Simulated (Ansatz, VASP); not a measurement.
# NaCl in VASP and in Ansatz

The input INCAR:

```
  PREC = Accurate
  ENCUT = 520
  EDIFF = 1E-6
  ISMEAR = 0
  SIGMA = 0.05
  LREAL = False
  LASPH = True
  NELM = 60
  ALGO = Normal
  ISIF = 2
  LWAVE = False
  LCHARG = True
  GGA = PS
  LELF = True
  LVHAR = True
  NBANDS = 14
```

File KPOINTS:

```
Automatic mesh
0
Gamma
  10 10 10
```

Contents of POSCAR:

```
NaCl
1.0
    3.4475495236      0.0000000000      0.0000000000
    0.0000000000      3.4475495236      0.0000000000
    0.0000000000      0.0000000000      3.4475495236
Na Cl
1 1
Direct
    0.0000000000      0.0000000000      0.0000000000
    0.5000000000      0.5000000000      0.5000000000
```

Input for Ansatz:

```yaml
crystal:
  lattice:
    - [3.4475495236, 0.0, 0.0]
    - [0.0, 3.4475495236, 0.0]
    - [0.0, 0.0, 3.4475495236]
  atoms:
    - { symbol: Na, position: [0.0, 0.0, 0.0] }
    - { symbol: Cl, position: [0.5, 0.5, 0.5] }
basis:
  ecutwfc: 420
  ecutrho_ratio: 4
kpoints:
  mp_grid: { grid: [10, 10, 10] }
hamiltonian:
  xc: pbesol
scf:
  occupations: { method: gaussian, width: 0.05 }
output:
  forces: true
  stress: true
  eigenvalues: true
```

Alike in both runs: task single point; functional PBEsol; k mesh 10 × 10 × 10; occupations gaussian, width 0.05 eV; no spin polarisation.

|  | VASP | Ansatz |
| --- | --- | --- |
| version | VASP 6.6.1 | Ansatz 0.2.0 |
| potentials or method | VASP PAW PBE potentials, release 64 (Na_pv, Cl) | scalar-relativistic, plane waves, PAW |
| plane-wave cutoff (eV) | 520 | 420 |
| valence electrons in the cell | 14 | 16 |

|  | VASP | Ansatz | Ansatz less VASP |
| --- | --- | --- | --- |
| gap on the k mesh at the Fermi level (eV) | 3.99 | 3.99 | +0.003 |
| least direct gap on the mesh (eV) | 4.53 | 4.53 | +0.003 |
| pressure (GPa) | 0.0 | 0.0 | 0.00 |

With one functional, cell and mesh, what is left measures potentials, basis and numerics. The two sets of potentials don't hold the same shells in valence.

Caveats: the PAW data sets were made with another functional, which shifts forces and pressure a little (VASP). PBEsol gaps usually lie below the measured ones, often by a third to a half. A k mesh can miss the band edges.
